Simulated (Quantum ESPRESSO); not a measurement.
# NbAs (I4_1md) in Quantum ESPRESSO: a series of runs

Runs on NbAs. Level: LDA. Tasks: single point, equation of state.

All numbers are computed with Quantum ESPRESSO 7.5; they aren't measurements. Logs are shortened: lines on timing, memory, paths and dates and some standing lists are left out, and cuts for length are marked.

## Step 1: The structure

It takes space group I4_1md (No. 109, tetragonal). Conventional cell: a = 3.452 Å, b = 3.452 Å, c = 11.680 Å, α = 90.00°, β = 90.00°, γ = 90.00°. Nb (site symmetry 2mm) is surrounded by 6 As at 2.60 to 2.63 Å. Around As (site symmetry 2mm) lie 6 Nb at 2.60 to 2.63 Å.

## Step 2: Single point, LDA, 16.35 Å³/atom

Input file pw.in:

```
&CONTROL
  calculation = 'scf'
  prefix = 'pwscf'
  outdir = './tmp'
  pseudo_dir = './pseudo'
  tprnfor = .true.
  tstress = .true.
  disk_io = 'nowf'
/
&SYSTEM
  ibrav = 0
  nat = 4
  ntyp = 2
  ecutwfc = 45
  ecutrho = 360
  nbnd = 26
  occupations = 'smearing'
  smearing = 'fd'
  degauss = 0.00367493
/
&ELECTRONS
  conv_thr = 8d-10
  electron_maxstep = 120
  mixing_beta = 0.5
/
ATOMIC_SPECIES
Nb    92.9064 nb_lda_v1.uspp.F.UPF
As    74.9216 as_lda_v1.uspp.F.UPF
CELL_PARAMETERS angstrom
  -1.6906186857    1.6906186857    5.7207828749
   1.6906186857   -1.6906186857    5.7207828749
   1.6906186857    1.6906186857   -5.7207828749
ATOMIC_POSITIONS crystal
Nb     0.5000000000    0.0000000000    0.5000000000
Nb     0.7500000000    0.7500000000    0.0000000000
As     0.9160000000    0.4160000000    0.5000000000
As     0.1660000000    0.1660000000    0.0000000000
K_POINTS automatic
11 11 11 0 0 0
```

Potentials or basis: GBRV 1.5 LDA.

The run is started by

```sh
$ OMP_NUM_THREADS=1 mpirun -n 2 pw.x -nk 2 -in pw.in > pw.out
```

pw.out:

```text
This program is part of the open-source Quantum ESPRESSO suite
     for quantum simulation of materials; please cite
         "P. Giannozzi et al., J. Phys.:Condens. Matter 21 395502 (2009);
         "P. Giannozzi et al., J. Phys.:Condens. Matter 29 465901 (2017);
         "P. Giannozzi et al., J. Chem. Phys. 152 154105 (2020);
     in publications or presentations arising from this work. More details at

     Message from routine setup:
     using ibrav=0 with symmetry is DISCOURAGED, use correct ibrav instead

     K-points division:     npool     =       2
     Subspace diagonalization in iterative solution of the eigenvalue problem:
     a serial algorithm will be used

     G-vector sticks info
     --------------------
     sticks:   dense  smooth     PW     G-vecs:    dense   smooth      PW
     Sum        2811    1393    457                50985    18003    3379

     Using Slab Decomposition

     bravais-lattice index     =            0
     lattice parameter (alat)  =      11.7169  a.u.
     unit-cell volume          =     441.3706 (a.u.)^3
     number of atoms/cell      =            4
     number of atomic types    =            2
     number of electrons       =        36.00
     number of Kohn-Sham states=           26
     kinetic-energy cutoff     =      45.0000  Ry
     charge density cutoff     =     360.0000  Ry
     scf convergence threshold =      8.0E-10
     mixing beta               =       0.5000
     number of iterations used =            8  plain     mixing
     Exchange-correlation= SLA  PZ   NOGX NOGC
                           (   1   1   0   0   0   0   0)

     celldm(1)=  11.716872  celldm(2)=   0.000000  celldm(3)=   0.000000
     celldm(4)=   0.000000  celldm(5)=   0.000000  celldm(6)=   0.000000

     crystal axes: (cart. coord. in units of alat)
               a(1) = (  -0.272667   0.272667   0.922662 )
               a(2) = (   0.272667  -0.272667   0.922662 )
               a(3) = (   0.272667   0.272667  -0.922662 )

     reciprocal axes: (cart. coord. in units 2 pi/alat)
               b(1) = ( -0.000000  1.833737  0.541910 )
               b(2) = (  1.833737 -0.000000  0.541910 )
               b(3) = (  1.833737  1.833737  0.000000 )

     PseudoPot. # 1 for Nb read from file:
     nb_lda_v1.uspp.F.UPF
     Pseudo is Ultrasoft + core correction, Zval = 13.0
     Generated by new atomic code, or converted to UPF format
     Using radial grid of  887 points,  6 beta functions with:
                l(1) =   0
                l(2) =   0
                l(3) =   1
                l(4) =   1
                l(5) =   2
                l(6) =   2
     Q(r) pseudized with  6 coefficients,  rinner =    1.000   1.000   1.000
                                                       1.000   1.000

     PseudoPot. # 2 for As read from file:
     as_lda_v1.uspp.F.UPF
     Pseudo is Ultrasoft + core correction, Zval =  5.0
     Generated by new atomic code, or converted to UPF format
     Using radial grid of  875 points,  6 beta functions with:
                l(1) =   0
                l(2) =   0
                l(3) =   1
                l(4) =   1
                l(5) =   2
                l(6) =   2
     Q(r) pseudized with  8 coefficients,  rinner =    1.300   1.300   1.300
                                                       1.300   1.300

     atomic species   valence    mass     pseudopotential
     Nb               13.00    92.90640     Nb( 1.00)
     As                5.00    74.92160     As( 1.00)

      8 Sym. Ops. (no inversion) found ( 4 have fractional translation)

   Cartesian axes

     site n.     atom                  positions (alat units)
         1        Nb     tau(   1) = (   0.0000000   0.2726672   0.0000000  )
         2        Nb     tau(   2) = (   0.0000000   0.0000000   1.3839931  )
         3        As     tau(   3) = (  -0.0000000   0.2726672   0.7676548  )
         4        As     tau(   4) = (  -0.0000000  -0.0000000   0.3063238  )

     number of k points=   126  Fermi-Dirac smearing, width (Ry)=  0.0037

     Number of k-points >= 100: set verbosity='high' to print them.

     Dense  grid:    50985 G-vectors     FFT dimensions: (  72,  72,  72)

     Smooth grid:    18003 G-vectors     FFT dimensions: (  60,  60,  54)

     Initial potential from superposition of free atoms

     starting charge      35.9953, renormalised to      36.0000
     Starting wfcs are   34 randomized atomic wfcs

     Self-consistent Calculation

     iteration #  1     ecut=    45.00 Ry     beta= 0.50
     Davidson diagonalization with overlap
     ethr =  1.00E-02,  avg # of iterations =  2.1

     total energy              =    -315.88555914 Ry
     estimated scf accuracy    <       0.39228520 Ry

     iteration #  2     ecut=    45.00 Ry     beta= 0.50
     Davidson diagonalization with overlap
     ethr =  1.09E-03,  avg # of iterations =  2.0

     total energy              =    -315.99405072 Ry
     estimated scf accuracy    <       0.10865712 Ry

     iteration #  3     ecut=    45.00 Ry     beta= 0.50
     Davidson diagonalization with overlap
     ethr =  3.02E-04,  avg # of iterations =  2.0

     total energy              =    -316.01459182 Ry
     estimated scf accuracy    <       0.00372690 Ry

     iteration #  4     ecut=    45.00 Ry     beta= 0.50
     Davidson diagonalization with overlap
     ethr =  1.04E-05,  avg # of iterations =  4.9

     total energy              =    -316.01506059 Ry
     estimated scf accuracy    <       0.00010756 Ry

     iteration #  5     ecut=    45.00 Ry     beta= 0.50
     Davidson diagonalization with overlap
     ethr =  2.99E-07,  avg # of iterations =  3.7

     total energy              =    -316.01510328 Ry
     estimated scf accuracy    <       0.00000179 Ry

     iteration #  6     ecut=    45.00 Ry     beta= 0.50
     Davidson diagonalization with overlap
     ethr =  4.97E-09,  avg # of iterations =  6.6

     total energy              =    -316.01510794 Ry
     estimated scf accuracy    <       0.00000029 Ry

     iteration #  7     ecut=    45.00 Ry     beta= 0.50
     Davidson diagonalization with overlap
     ethr =  8.03E-10,  avg # of iterations =  2.2

     total energy              =    -316.01510797 Ry
     estimated scf accuracy    <          7.6E-09 Ry

     iteration #  8     ecut=    45.00 Ry     beta= 0.50
     Davidson diagonalization with overlap
     ethr =  2.12E-11,  avg # of iterations =  5.1

     End of self-consistent calculation

     Number of k-points >= 100: set verbosity='high' to print the bands.

     the Fermi energy is    15.2703 ev

!    total energy              =    -316.01510798 Ry
     estimated scf accuracy    <          5.9E-10 Ry
     smearing contrib. (-TS)   =      -0.00043014 Ry
     internal energy E=F+TS    =    -316.01467784 Ry

     The total energy is F=E-TS. E is the sum of the following terms:
     one-electron contribution =     -42.67523486 Ry
     hartree contribution      =      40.38900683 Ry
     xc contribution           =     -99.46980252 Ry
     ewald contribution        =    -214.25864729 Ry

     convergence has been achieved in   8 iterations

     Forces acting on atoms (cartesian axes, Ry/au):

     atom    1 type  1   force =     0.00000000    0.00000000   -0.01402521
     atom    2 type  1   force =     0.00000000    0.00000000   -0.01402521
     atom    3 type  2   force =     0.00000000    0.00000000    0.01402521
     atom    4 type  2   force =     0.00000000    0.00000000    0.01402521

     Total force =     0.028050     Total SCF correction =     0.000007

     Computing stress (Cartesian axis) and pressure

          total   stress  (Ry/bohr**3)                   (kbar)     P=       67.97
   0.00046094  -0.00000000   0.00000000           67.81       -0.00        0.00
  -0.00000000   0.00046094  -0.00000000           -0.00       67.81       -0.00
  -0.00000000  -0.00000000   0.00046423           -0.00       -0.00       68.29

=------------------------------------------------------------------------------=
   JOB DONE.
=------------------------------------------------------------------------------=
```

Run time: 64 s. Hardware: 2 MPI ranks of AMD EPYC 9R45 (Zen 5), shared host; peak memory 0.44 GiB.

Results:

```yaml
Free_energy: -4299.6046 eV
Pressure: 6.8 GPa
Largest_force: 0.361 eV/Å
Band_gap_on_the_k_mesh: 0.03 eV, indirect (least direct gap 0.09 eV)
```

Caveat: an odd mesh through Γ misses points on the zone boundary, where band edges often lie.

## Step 3: Single point, LDA, 16.70 Å³/atom

pw.in, as its differences from that of step 2:

```diff
@@ -29,5 +29,5 @@
 CELL_PARAMETERS angstrom
-  -1.6906186857    1.6906186857    5.7207828749
-   1.6906186857   -1.6906186857    5.7207828749
-   1.6906186857    1.6906186857   -5.7207828749
+  -1.7025248434    1.7025248434    5.7610714056
+   1.7025248434   -1.7025248434    5.7610714056
+   1.7025248434    1.7025248434   -5.7610714056
 ATOMIC_POSITIONS crystal
```

Potentials or basis: GBRV 1.5 LDA.

The run is started by

```sh
$ OMP_NUM_THREADS=1 mpirun -n 2 pw.x -nk 2 -in pw.in > pw.out
```

Run time: 69 s. Hardware: 2 MPI ranks of AMD EPYC 9R45 (Zen 5), shared host; peak memory 0.44 GiB.

Results (log left out):

```
Free energy            : -4299.6461 eV
Pressure               : 2.4 GPa
Largest force          : 0.331 eV/Å
Band gap on the k mesh : 0.03 eV, indirect (least direct gap 0.08 eV)
```

Caveat: an odd mesh through Γ misses points on the zone boundary, where band edges often lie.

## Step 4: Single point, LDA, 17.05 Å³/atom

pw.in, as its differences from that of step 3:

```diff
@@ -29,5 +29,5 @@
 CELL_PARAMETERS angstrom
-  -1.7025248434    1.7025248434    5.7610714056
-   1.7025248434   -1.7025248434    5.7610714056
-   1.7025248434    1.7025248434   -5.7610714056
+  -1.7142667651    1.7142667651    5.8008041881
+   1.7142667651   -1.7142667651    5.8008041881
+   1.7142667651    1.7142667651   -5.8008041881
 ATOMIC_POSITIONS crystal
```

The run is started by

```sh
$ OMP_NUM_THREADS=1 mpirun -n 2 pw.x -nk 2 -in pw.in > pw.out
```

It took 68 s on 2 MPI ranks of AMD EPYC 9R45 (Zen 5), shared host; peak memory 0.46 GiB.

The run converged. Its results:

| Quantity | Value |
| --- | --- |
| Free energy | -4299.6514 eV |
| Pressure | -1.5 GPa |
| Largest force | 0.304 eV/Å |
| Band gap on the k mesh | none (metal or under the smearing width) |

## Step 5: Single point, LDA, 17.39 Å³/atom

pw.in, as its differences from that of step 4:

```diff
@@ -29,5 +29,5 @@
 CELL_PARAMETERS angstrom
-  -1.7142667651    1.7142667651    5.8008041881
-   1.7142667651   -1.7142667651    5.8008041881
-   1.7142667651    1.7142667651   -5.8008041881
+  -1.7258500000    1.7258500000    5.8400000000
+   1.7258500000   -1.7258500000    5.8400000000
+   1.7258500000    1.7258500000   -5.8400000000
 ATOMIC_POSITIONS crystal
```

The run is started by

```sh
$ OMP_NUM_THREADS=1 mpirun -n 2 pw.x -nk 2 -in pw.in > pw.out
```

It took 67 s on 2 MPI ranks of AMD EPYC 9R45 (Zen 5), shared host; peak memory 0.48 GiB.

It converged, with:

| Property | Result |
| --- | --- |
| Free energy | -4299.6246 eV |
| Pressure | -5.0 GPa |
| Largest force | 0.278 eV/Å |
| Band gap on the k mesh | none (metal or under the smearing width) |

## Step 6: Single point, LDA, 17.74 Å³/atom

pw.in, as its differences from that of step 5:

```diff
@@ -29,5 +29,5 @@
 CELL_PARAMETERS angstrom
-  -1.7258500000    1.7258500000    5.8400000000
-   1.7258500000   -1.7258500000    5.8400000000
-   1.7258500000    1.7258500000   -5.8400000000
+  -1.7372798033    1.7372798033    5.8786766238
+   1.7372798033   -1.7372798033    5.8786766238
+   1.7372798033    1.7372798033   -5.8786766238
 ATOMIC_POSITIONS crystal
```

Potentials or basis: GBRV 1.5 LDA.

The run is started by

```sh
$ OMP_NUM_THREADS=1 mpirun -n 2 pw.x -nk 2 -in pw.in > pw.out
```

Wall time 67 s (2 MPI ranks of AMD EPYC 9R45 (Zen 5), shared host); peak memory 0.48 GiB.

Results (log left out):

* Free energy: -4299.5690 eV
* Pressure: -8.1 GPa
* Largest force: 0.254 eV/Å
* Band gap on the k mesh: none (metal or under the smearing width)

## Step 7: Single point, LDA, 18.09 Å³/atom

pw.in, as its differences from that of step 6:

```diff
@@ -29,5 +29,5 @@
 CELL_PARAMETERS angstrom
-  -1.7372798033    1.7372798033    5.8786766238
-   1.7372798033   -1.7372798033    5.8786766238
-   1.7372798033    1.7372798033   -5.8786766238
+  -1.7485611571    1.7485611571    5.9168509183
+   1.7485611571   -1.7485611571    5.9168509183
+   1.7485611571    1.7485611571   -5.9168509183
 ATOMIC_POSITIONS crystal
```

The run is started by

```sh
$ OMP_NUM_THREADS=1 mpirun -n 2 pw.x -nk 2 -in pw.in > pw.out
```

It took 68 s on 2 MPI ranks of AMD EPYC 9R45 (Zen 5), shared host; peak memory 0.5 GiB.

The run converged. Its results:

```yaml
Free_energy: -4299.4876 eV
Pressure: -10.9 GPa
Largest_force: 0.231 eV/Å
Band_gap_on_the_k_mesh: none (metal or under the smearing width)
```

## Step 8: Single point, LDA, 18.44 Å³/atom

pw.in, as its differences from that of step 7:

```diff
@@ -29,5 +29,5 @@
 CELL_PARAMETERS angstrom
-  -1.7485611571    1.7485611571    5.9168509183
-   1.7485611571   -1.7485611571    5.9168509183
-   1.7485611571    1.7485611571   -5.9168509183
+  -1.7596987896    1.7596987896    5.9545388829
+   1.7596987896   -1.7596987896    5.9545388829
+   1.7596987896    1.7596987896   -5.9545388829
 ATOMIC_POSITIONS crystal
```

The run is started by

```sh
$ OMP_NUM_THREADS=1 mpirun -n 2 pw.x -nk 2 -in pw.in > pw.out
```

It took 67 s on 2 MPI ranks of AMD EPYC 9R45 (Zen 5), shared host; peak memory 0.5 GiB.

The run converged. Its results:

* Free energy: -4299.3831 eV
* Pressure: -13.4 GPa
* Largest force: 0.210 eV/Å
* Band gap on the k mesh: none (metal or under the smearing width)

## Step 9: Equation of state, LDA

Potentials or basis: GBRV 1.5 LDA.

No new run: the results of the series are fitted here.

Results:

```yaml
Equilibrium_volume: 16.93 Å³/atom
Bulk_modulus_at_fixed_shape_and_positions: 187 GPa
Pressure_derivative_of_the_bulk_modulus: 4.4
```

Energy against volume, from the lowest point:
```tsv
volume (Å³/atom)	energy (meV/atom)
16.351	11.71
16.699	1.35
17.047	0.00
17.395	6.70
17.743	20.60
18.091	40.97
18.438	67.08
```

Caveat: the cell was scaled at fixed shape and fractional positions, which overstates the stiffness of a crystal with free parameters, most of all of layers and chains.
